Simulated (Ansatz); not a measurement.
**Ga under changes of volume**

One of the cells (18.543 Å³/atom); the others are scaled copies at fixed shape and fractional positions:

```
CELL_PARAMETERS angstrom
1.38300 -4.02650 0.00000
1.38300 4.02650 0.00000
-0.11745 0.00000 3.32993
ATOMIC_POSITIONS crystal
Ga 0.13100 0.86900 0.75000
Ga 0.86900 0.13100 0.25000
```

This isn't the form of Ga at room conditions, which is orthorhombic.

```yaml
Program: Ansatz 0.2.0
Functional: PBEsol
Potentials_or_basis: Ansatz PAW
Cutoff: "420 eV (not typed: the program's choice for these potentials)"
k_mesh: 10 × 10 × 8
Occupations: fermi-dirac, width 0.05 eV
Spin: no spin polarisation
```

```csv
volume (Å³/atom),energy over the lowest point (meV/atom),pressure (GPa),largest force (eV/Å)
17.431,?,?,?
17.801,0.00,0.4,0.213
18.172,0.61,-0.9,0.205
18.543,3.97,-2.0,0.197
18.914,9.75,-2.9,0.188
19.285,17.63,-3.8,0.178
19.656,27.30,-4.5,0.168
```

**Question.** What does the run at 17.431 Å³/atom give?

**Answer.** Energy over the lowest point 2.54 meV/atom; pressure 1.9 GPa; largest force 0.221 eV/Å.

Worked out: A Birch-Murnaghan fit of order 3 (a polynomial in V^(-2/3)) to the other rows has its minimum at 17.91 Å³/atom with B0 = V·E''(V) = 64 GPa and B' = 5.7 at fixed shape and positions, which overstates the stiffness. It gives 2.57 meV/atom at 17.431 Å³/atom, against the run's 2.54, and -dE/dV = 1.9 GPa, against 1.9.

Energies are extrapolated to zero smearing.

Caveats: the PAW data sets come from PBE, with cores solved anew for the run's functional, which leaves a small shift of forces and pressure.
